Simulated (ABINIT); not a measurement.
Crystal: Re.

```
Re
1.0
     2.76639    0.00000    0.00000
    -1.38319    2.39576    0.00000
     0.00000    0.00000    8.93885
Re
4
Direct
  0.66667 0.33333 0.75000
  0.00000 0.00000 0.50000
  0.33333 0.66667 0.25000
  0.00000 0.00000 0.00000
```

Base run:

| Property | Result |
| --- | --- |
| Program | ABINIT 10.8.3 (patched build) |
| Functional | PW91 |
| Potentials or basis | JTH PAW PBE v2.0 |
| Cutoff | 599 eV |
| k mesh | 11 × 11 × 3 |
| Occupations | fermi-dirac, width 0.05 eV |
| Spin | no spin polarisation |

Its results: band gap on the k mesh none (metal or under the smearing width); pressure 3.5 GPa.

Problem. After a change of settings the same cell gave: band gap on the k mesh none (metal or under the smearing width); pressure -12.2 GPa. Which change was it?
A. functional from PW91 to AM05
B. functional from PW91 to SOGGA
C. functional from PW91 to HCTH407
D. functional from PW91 to BLYP

Solution. C.

Caveats: the PAW data sets were made with another functional, which shifts forces and pressure a little; spin-orbit coupling is left out, which moves the levels of the heavy elements.

Runs at the PBE level aren't shown here.
